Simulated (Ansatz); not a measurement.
Runs of Ansatz 0.2.0 on AlCo. It takes space group Pm-3m (No. 221, cubic). Conventional cell: a = 2.819 Å, b = 2.819 Å, c = 2.819 Å, α = 90.00°, β = 90.00°, γ = 90.00°. Around Co (site symmetry m-3m) lie 8 Al at 2.44 Å. Around Al (site symmetry m-3m) lie 8 Co at 2.44 Å. The cell is a database's computed one.

| task | level | spin | U | cell | k mesh | cutoff (eV) | smearing | broadening | hubbard projectors | double counting | points for each segment of the path | gap on the mesh (eV) | pressure (GPa) | moment (μB) |
| --- | --- | --- | --- | --- | --- | --- | --- | --- | --- | --- | --- | --- | --- | --- |
| optical spectrum | RPBE+D4+U | collinear, ferromagnetic start | Co d U = 3.5 eV | as given | 9 × 9 × 9 | 420 | fermi-dirac 0.05 eV | 0.1 eV | ortho-atomic (the default) | fll (the default) | - | none | - | 0.26 |
| band structure | RPBE+D4+U | collinear, random start | Co d U = 8 eV | atoms moved at random, drawn with an rms of 0.05 Å | 7 × 7 × 7 | 420 | methfessel-paxton 0.1 eV | - | atomic | amf | 14 | none | 38.6 | 0.03 |
| atomic charges | r2SCAN+rVV10+U | collinear, ferromagnetic start | Co d U = 6 eV | volume scaled by 0.96 | 9 × 9 × 9 | 500 | fermi-dirac 0.01 eV | - | ortho-atomic (the default) | fll | - | none | (a) | 1.53 |
| atomic charges | RPBE+D3(BJ)+U | collinear, ferromagnetic start | Co d U = 5 eV | as given | 9 × 9 × 9 | 420 | tetrahedron | - | ortho-atomic | fll (the default) | - | none | (b) | 0.47 |

Alike in all rows: potentials or basis Ansatz PAW.

Task: Estimate the missing entries.

Result: (a) 42.9; (b) -21.2.

Caveats: the magnetic or orbital state may not be the lowest; pairwise dispersion overbinds metals, which lowers pressure and volume; the U is typed as a test and isn't derived for this compound; the potentials were made for another functional, which shifts forces and pressure (some runs); spectra need much finer meshes, so this one isn't converged (some runs); independent-particle spectra lack excitons (some runs); the intraband (Drude) part of a metal's response may be missing (some runs).

A gap of «none» marks a metal or a gap under the smearing width.
